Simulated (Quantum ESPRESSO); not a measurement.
# CdTe (F-43m): modes at Γ and the response to a field, part 2 of 2

Aim: the zone-centre modes of CdTe (F-43m).

Quantum ESPRESSO 7.5; DFT LDA, scalar-relativistic, plane waves, GBRV ultrasoft pseudopotentials.

So far. Step 2 (A first look): A gap of 0.50 eV opens on this mesh, so the crystal is taken as an insulator; the start stands at -1.4 GPa. Step 4 (Ground state): The cell stands at 0.054 GPa, close enough for phonons. The relaxed cell has a = 6.414 Å (conventional setting).

### 5. Zone-centre response

At q = 0 one unit cell holds all displacements; symmetry groups them into irreducible representations that are solved one by one. The response to a field gives ε∞ and the Born charges, which polar modes need.

Input file ph.in:

```
phonons
&inputph
   prefix = 'x'
   outdir = './tmp'
   fildyn = 'g.dyn'
   tr2_ph = 1.0d-18
   epsil = .true.
/
0.000000000000 0.000000000000 0.000000000000
```

Run with:

```sh
OMP_NUM_THREADS=1 mpirun -n 4 ph.x -nk 4 -in ph.in > ph.out
```

Log:

```text
[banners, grids, parts of the stress and lines that vanish by symmetry left out]
[banner, memory and clock lines left out]
Program PHONON v.7.5

     ./tmp/x.save/

     IMPORTANT: XC functional enforced from input :
     Exchange-correlation= PZ
                           (   1   1   0   0   0   0   0)
     Any further DFT definition will be discarded
     Please, verify this is what you really want

     G-vector sticks info

     negative rho (up, down):  2.137E-02 0.000E+00
     Reading collected, re-writing distributed wavefunctions in ./tmp/

     Number and degeneracy of irreps per q-point
       N         xq(1)         xq(2)         xq(3)   N irreps
       1   0.000000000   0.000000000   0.000000000       2
        3   3

     Calculation of q =    0.0000000   0.0000000   0.0000000

     phonons

     bravais-lattice index     =            0
     lattice parameter (alat)  =       8.5713  a.u.
     unit-cell volume          =     445.2687 (a.u.)^3
     number of atoms/cell      =            2
     number of atomic types    =            2
     kinetic-energy cut-off    =      40.0000  Ry
     charge density cut-off    =     240.0000  Ry
     convergence threshold     =      1.0E-18
     beta                      =       0.7000
     number of iterations used =            4
     Exchange-correlation= PZ
                           (   1   1   0   0   0   0   0)

     celldm(1)=    8.57128  celldm(2)=    0.00000  celldm(3)=    0.00000
     celldm(4)=    0.00000  celldm(5)=    0.00000  celldm(6)=    0.00000

     crystal axes: (cart. coord. in units of alat)
               a(1) = (  0.0000  0.7071  0.7071 )
               a(2) = (  0.7071  0.0000  0.7071 )
               a(3) = (  0.7071  0.7071  0.0000 )

     reciprocal axes: (cart. coord. in units 2 pi/alat)
               b(1) = ( -0.7071  0.7071  0.7071 )
               b(2) = (  0.7071 -0.7071  0.7071 )
               b(3) = (  0.7071  0.7071 -0.7071 )

     Atoms inside the unit cell:

     Cartesian axes

     site n.  atom      mass           positions (alat units)
        1  Cd    112.4140   tau(    1) = (    0.00000    0.00000    0.00000  )
        2  Te    127.6000   tau(    2) = (    0.35355    0.35355    0.35355  )

     Computing dynamical matrix for
                    q = (   0.0000000   0.0000000   0.0000000 )

     25 Sym.Ops. (with q -> -q+G )

     G cutoff =  446.6249  (  27941 G-vectors)     FFT grid: ( 45, 45, 45)
     G cutoff =  297.7499  (  15185 G-vectors)  smooth grid: ( 36, 36, 36)
     number of k points=    29
                       cart. coord. in units 2pi/alat
        k(    1) = (   0.0000000   0.0000000   0.0000000), wk =   0.0039062
        k(    2) = (   0.0883883   0.0883883  -0.0883883), wk =   0.0312500
        k(    3) = (   0.1767767   0.1767767  -0.1767767), wk =   0.0312500
        [... further k-points left out ...]

     PseudoPot. # 1 for Cd read from file:
     ./pseudo/Cd.upf
     Pseudo is Ultrasoft + core correction, Zval = 12.0
     Using radial grid of  889 points,  6 beta functions with:
                l(1) =   0
                l(2) =   0
                l(3) =   1
                l(4) =   1
                l(5) =   2
                l(6) =   2
     Q(r) pseudized with  6 coefficients,  rinner =    1.000   1.000   1.000
                                                       1.000   1.000

     PseudoPot. # 2 for Te read from file:
     ./pseudo/Te.upf
     Pseudo is Ultrasoft + core correction, Zval =  6.0
     Using radial grid of  891 points,  5 beta functions with:
                l(1) =   0
                l(2) =   0
                l(3) =   1
                l(4) =   1
                l(5) =   2
     Q(r) pseudized with  6 coefficients,  rinner =    1.800   1.800   1.800
                                                       1.800   1.800

     Mode symmetry, T_d (-43m)  point group:

     Electric field:
     Dielectric constant
     Born effective charges as d Force / d E

     Atomic displacements:
     There are    2 irreducible representations

     Representation     1      3 modes -  To be done

     Representation     2      3 modes -  To be done

     Alpha used in Ewald sum =   2.4000

     negative rho (up, down):  2.137E-02 0.000E+00

     Electric Fields Calculation

      iter #   1   av.it.:   7.5
      thresh= 1.000E-02 alpha_mix =  0.700 |ddv_scf|^2 =  2.072E-07

      iter #   2   av.it.:  15.6
      thresh= 4.552E-05 alpha_mix =  0.700 |ddv_scf|^2 =  1.364E-08

      iter #   3   av.it.:  15.1
      thresh= 1.168E-05 alpha_mix =  0.700 |ddv_scf|^2 =  1.301E-10

      iter #   4   av.it.:  15.2
      thresh= 1.140E-06 alpha_mix =  0.700 |ddv_scf|^2 =  2.657E-12

      iter #   5   av.it.:  15.3
      thresh= 1.630E-07 alpha_mix =  0.700 |ddv_scf|^2 =  1.718E-13

      iter #   6   av.it.:  15.5
      thresh= 4.144E-08 alpha_mix =  0.700 |ddv_scf|^2 =  5.461E-15

      iter #   7   av.it.:  15.6
      thresh= 7.390E-09 alpha_mix =  0.700 |ddv_scf|^2 =  6.667E-17

      iter #   8   av.it.:  16.0
      thresh= 8.165E-10 alpha_mix =  0.700 |ddv_scf|^2 =  4.890E-19

     End of electric fields calculation

          Dielectric constant in cartesian axis

          (      11.885060678       0.000000000      -0.000000000 )
          (      -0.000000000      11.885060678       0.000000000 )
          (       0.000000000      -0.000000000      11.885060678 )

          Effective charges (d Force / dE) in cartesian axis without acoustic sum rule applied (asr)

           atom    1  Cd    Mean Z*:        2.20650
      Ex  (        2.20650       -0.00000       -0.00000 )
      Ey  (       -0.00000        2.20650       -0.00000 )
      Ez  (       -0.00000       -0.00000        2.20650 )
           atom    2  Te    Mean Z*:       -2.27055
      Ex  (       -2.27055       -0.00000       -0.00000 )
      Ey  (       -0.00000       -2.27055       -0.00000 )
      Ez  (       -0.00000       -0.00000       -2.27055 )

          Effective charges Sum: Mean:       -0.06405
             -0.06405       -0.00000       -0.00000
             -0.00000       -0.06405       -0.00000
             -0.00000       -0.00000       -0.06405

          Effective charges (d Force / dE) in cartesian axis with asr applied:
           atom    1  Cd    Mean Z*:        2.23852
      E*x (        2.23852       -0.00000        0.00000 )
      E*y (       -0.00000        2.23852       -0.00000 )
      E*z (       -0.00000       -0.00000        2.23852 )
           atom    2  Te    Mean Z*:       -2.23852
      E*x (       -2.23852        0.00000       -0.00000 )
      E*y (        0.00000       -2.23852        0.00000 )
      E*z (        0.00000        0.00000       -2.23852 )

     Representation #   1 modes #   1   2   3

     Self-consistent Calculation

      iter #   1   av.it.:   5.3
      thresh= 1.000E-02 alpha_mix =  0.700 |ddv_scf|^2 =  2.482E-08

      iter #   2   av.it.:  16.2
      thresh= 1.575E-05 alpha_mix =  0.700 |ddv_scf|^2 =  1.856E-09

      iter #   3   av.it.:  16.1
      thresh= 4.309E-06 alpha_mix =  0.700 |ddv_scf|^2 =  8.734E-11

      iter #   4   av.it.:  16.2
      thresh= 9.346E-07 alpha_mix =  0.700 |ddv_scf|^2 =  3.554E-12

      iter #   5   av.it.:  16.0
      thresh= 1.885E-07 alpha_mix =  0.700 |ddv_scf|^2 =  4.779E-14

      iter #   6   av.it.:  16.6
      thresh= 2.186E-08 alpha_mix =  0.700 |ddv_scf|^2 =  3.372E-16

[...]
End of self-consistent calculation

     Convergence has been achieved

     Representation #   2 modes #   4   5   6

     Self-consistent Calculation

[...]
iter #   2   av.it.:  15.9
      thresh= 1.088E-04 alpha_mix =  0.700 |ddv_scf|^2 =  2.346E-07

      iter #   3   av.it.:  15.6
      thresh= 4.844E-05 alpha_mix =  0.700 |ddv_scf|^2 =  7.517E-11

      iter #   4   av.it.:  16.7
      thresh= 8.670E-07 alpha_mix =  0.700 |ddv_scf|^2 =  4.849E-12

      iter #   5   av.it.:  16.6
      thresh= 2.202E-07 alpha_mix =  0.700 |ddv_scf|^2 =  6.572E-14

      iter #   6   av.it.:  16.0
      thresh= 2.564E-08 alpha_mix =  0.700 |ddv_scf|^2 =  4.273E-16

      iter #   7   av.it.:  16.6
      thresh= 2.067E-09 alpha_mix =  0.700 |ddv_scf|^2 =  1.210E-17

      iter #   8   av.it.:  15.9
      thresh= 3.478E-10 alpha_mix =  0.700 |ddv_scf|^2 =  1.600E-19

     End of self-consistent calculation

     Convergence has been achieved

     Number of q in the star =    1
     List of q in the star:
          1   0.000000000   0.000000000   0.000000000

          Dielectric constant in cartesian axis

          (      11.885060678       0.000000000      -0.000000000 )
          (      -0.000000000      11.885060678       0.000000000 )
          (       0.000000000      -0.000000000      11.885060678 )

          Effective charges (d Force / dE) in cartesian axis without acoustic sum rule applied (asr)

           atom    1  Cd    Mean Z*:        2.20650
      Ex  (        2.20650       -0.00000       -0.00000 )
      Ey  (       -0.00000        2.20650       -0.00000 )
      Ez  (       -0.00000       -0.00000        2.20650 )
           atom    2  Te    Mean Z*:       -2.27055
      Ex  (       -2.27055       -0.00000       -0.00000 )
      Ey  (       -0.00000       -2.27055       -0.00000 )
      Ez  (       -0.00000       -0.00000       -2.27055 )

          Effective charges Sum: Mean:       -0.06405
             -0.06405       -0.00000       -0.00000
             -0.00000       -0.06405       -0.00000
             -0.00000       -0.00000       -0.06405

          Effective charges (d Force / dE) in cartesian axis with asr applied:
           atom    1  Cd    Mean Z*:        2.23852
      E*x (        2.23852       -0.00000        0.00000 )
      E*y (       -0.00000        2.23852       -0.00000 )
      E*z (       -0.00000       -0.00000        2.23852 )
           atom    2  Te    Mean Z*:       -2.23852
      E*x (       -2.23852        0.00000       -0.00000 )
      E*y (        0.00000       -2.23852        0.00000 )
      E*z (        0.00000        0.00000       -2.23852 )

     Diagonalizing the dynamical matrix

     q = (    0.000000000   0.000000000   0.000000000 )

 **************************************************************************
     freq (    1) =      -0.184121 [THz] =      -6.141620 [cm-1]
     freq (    2) =      -0.184121 [THz] =      -6.141620 [cm-1]
     freq (    3) =      -0.184121 [THz] =      -6.141620 [cm-1]
     freq (    4) =       4.542974 [THz] =     151.537314 [cm-1]
     freq (    5) =       4.542974 [THz] =     151.537314 [cm-1]
     freq (    6) =       4.542974 [THz] =     151.537314 [cm-1]
 **************************************************************************

     Mode symmetry, T_d (-43m)  point group:

     freq (   1-   3) =         -6.1  [cm-1]   --> T_2  G_15 P_4   I+R
     freq (   4-   6) =        151.5  [cm-1]   --> T_2  G_15 P_4   I+R
```

Run time: 6.1 min. Hardware: 4 MPI ranks of Intel Xeon at 2.50GHz (Skylake/Cascade Lake), shared host; 16 min of CPU time.

This step gave:

| Property | Result |
| --- | --- |
| miss of the charge sum rule | 0.06405 e |
| largest acoustic frequency at the zone centre before the sum rule | -6.14 cm⁻¹ |
| highest optical zone-centre mode (no LO-TO term) | 151.5 cm⁻¹ |
| lowest optical zone-centre mode | 151.5 cm⁻¹ |
| mean high-frequency dielectric constant | 11.89 |
| largest Born charge in size (third of the trace) | 2.271 e |

Born charge (rows field, columns displacement), before the sum rule (e), principal values of the symmetric part by kind of site:

| atom | atoms with these values | low | middle | high | mean |
| --- | --- | --- | --- | --- | --- |
| Cd1 | 1 | 2.21 | 2.21 | 2.21 | 2.21 |
| Te2 | 1 | -2.27 | -2.27 | -2.27 | -2.27 |

In full for Te2:

```
-2.27  0.00  0.00
 0.00 -2.27  0.00
 0.00  0.00 -2.27
```

High-frequency dielectric tensor:

```
11.89  0.00  0.00
 0.00 11.89  0.00
 0.00  0.00 11.89
```

The acoustic modes at Γ come out as far as 6.1 cm⁻¹ from zero, where they should vanish, a small numerical error; the Born charges miss their sum rule by 0.064 e, too much: mesh or cutoff is short for the field response.

### 6. Zone-centre analysis

A rigid shift of the crystal must cost nothing, but grids and finite bases break this; the acoustic sum rule is imposed before the matrix is diagonalised again. With Born charges the intensities follow, and the static dielectric tensor.

Input file dynmat.in:

```
&input
   fildyn = 'g.dyn'
   asr = 'simple'
   fileig = 'dynmat.eig'
   lperm = .true.
/
```

Run with:

```sh
dynmat.x -in dynmat.in > dynmat.out
```

Log:

```text
[banner, memory and clock lines left out]
Program DYNMAT v.7.5

     Reading Dynamical Matrix from file g.dyn
     ...Force constants read
     ...epsilon and Z* read
     A direction for q was not specified:TO-LO splitting will be absent

     Polarizability (A^3 units)
     multiply by 0.216060 for Clausius-Mossotti correction
        57.153989   -0.000000    0.000000
         0.000000   57.153989   -0.000000
        -0.000000    0.000000   57.153989

     IR activities are in (D/A)^2/amu units

# mode   [cm-1]    [THz]      IR
    1     -0.00   -0.0000    0.0000
    2      0.00    0.0000    0.0000
    3      0.00    0.0000    0.0000
    4    151.67    4.5469    1.9344
    5    151.67    4.5469    1.9344
    6    151.67    4.5469    1.9344

Electronic dielectric permittivity tensor (relative, adimensional)
        11.885061   -0.000000    0.000000
         0.000000   11.885061   -0.000000
        -0.000000    0.000000   11.885061

 ... with zone-center polar mode contributions
        14.603361    0.000000    0.000000
         0.000000   14.603361   -0.000000
         0.000000   -0.000000   14.603361
```

Elapsed: 1.2 s, on 1 thread.

Read from the output:

```yaml
highest_optical_zone_centre_mode_no_lo_to_term: 151.7 cm⁻¹
lowest_optical_zone_centre_mode: 151.7 cm⁻¹
mean_static_dielectric_constant: 14.60
```

Unit eigenvectors of the mass-weighted matrix after the sum rule; no LO-TO term. The modes at Γ (shares of kinetic energy by element, %):

```
mode  frequency (cm⁻¹)  symmetry  Cd %  Te %
   1               0.0  acoustic    47    53
   2               0.0  acoustic    47    53
   3               0.0  acoustic    47    53
   4             151.7        T2    53    47
   5             151.7        T2    53    47
   6             151.7        T2    53    47
```

Displacements in mode 6 (151.7 cm⁻¹), the largest set to 1:
```
Cd1  0.00  1.00  0.00
Te2  0.00 -0.88  0.00
```

Degenerate modes summed, no LO-TO term. Infrared lines, with heights relative to the strongest:

```
position (cm⁻¹)  lines merged  label  IR intensity, relative
            152             3     T2                     100
```

Static dielectric tensor (ions relaxed, fixed cell):

```
14.60  0.00  0.00
 0.00 14.60  0.00
 0.00  0.00 14.60
```

The rule moves no optical mode by more than 0.2 cm⁻¹.

### 7. Modes along a direction of q (1 0 0)

A longitudinal polar mode sets up a macroscopic field that stiffens it; the term hangs on the direction from which q goes to zero.

Input file dynmat.in:

```
&input
   fildyn = 'g.dyn'
   asr = 'simple'
   fileig = 'dynmat.eig'
   q(1) = 1.0
   q(2) = 0.0
   q(3) = 0.0
/
```

Run with:

```sh
dynmat.x -in dynmat.in > dynmat.out
```

Log:

```text
[banner, memory and clock lines left out]
Program DYNMAT v.7.5

     Reading Dynamical Matrix from file g.dyn
     ...Force constants read
     ...epsilon and Z* read

     Polarizability (A^3 units)
     multiply by 0.216060 for Clausius-Mossotti correction
        57.153989   -0.000000    0.000000
         0.000000   57.153989   -0.000000
        -0.000000    0.000000   57.153989

     IR activities are in (D/A)^2/amu units

# mode   [cm-1]    [THz]      IR
    1     -0.00   -0.0000    0.0000
    2      0.00    0.0000    0.0000
    3      0.00    0.0000    0.0000
    4    151.67    4.5469    1.9344
    5    151.67    4.5469    1.9344
    6    168.12    5.0401    1.9344
```

It took 1.1 s on 1 thread.

This step gave:

```
highest mode moved by the LO-TO term : 168.1 cm⁻¹
```

Zone-centre frequencies as printed; negative means imaginary. Modes:

```
mode  frequency (cm⁻¹)
   1                 0
   2                 0
   3                 0
   4             151.7
   5             151.7
   6             168.1
```

The field moves one mode, from 152 to 168 cm⁻¹; the others stay.

### 8. Summary of results

| Property | Result |
| --- | --- |
| space group after relaxation | F-43m |
| volume per atom | 33.0 Å³ |
| gap on the k-mesh | 0.594 eV |
| highest optical zone-centre mode (no LO-TO term) | 151.7 cm⁻¹ |
| highest mode moved by the LO-TO term (probably not converged in the k mesh) | 168.1 cm⁻¹ |
| mean high-frequency dielectric constant (probably not converged in the k mesh) | 11.9 |
| largest Born charge in size (third of the trace) (probably not converged in the k mesh) | 2.27 e |
| mean static dielectric constant (probably not converged in the k mesh) | 14.6 |
| imaginary optical modes at the zone centre (no q mesh in this session) | none |

**Reading.** At the LDA level the optical modes of CdTe (F-43m) at the zone centre (no LO-TO term) lie at 152 cm⁻¹. Along the directions run, the highest mode that the macroscopic field moves lies at 168 cm⁻¹. Lattice motion raises the mean dielectric constant from 11.89 to 14.60. The Born charges miss their sum rule by 0.064 e, a sign that the k mesh or the cutoff is short for the field response. ε∞, the Born charges and what follows from them are probably not converged in the k mesh. The Lyddane-Sachs-Teller relation holds: (ωLO/ωTO)² is 1.23 and ε₀/ε∞ is 1.23. Left out of this account: PBE with GBRV ultrasoft, since it is gradient-corrected and no frozen-mode check or second program bears its response out; PBEsol with GBRV ultrasoft, since it is gradient-corrected and no frozen-mode check or second program bears its response out. What is said of the levels holds for those shown. These are harmonic frequencies at zero temperature: anharmonic shifts and linewidths and thermal expansion are left out. Spin-orbit coupling is left out, which can matter for the heavy elements here.

[Host names and launcher messages were left out of these logs when they were recorded.]

[Logs are printed without paths, hosts, clocks, repeated set-up lines and the standing remarks that a program may print on its own settings, such as how far it seeks lower states.]

[Hosts, paths, dates, database ids (printed as entryN), source tags and the programs' standing remarks are cut or masked in the printed files.]
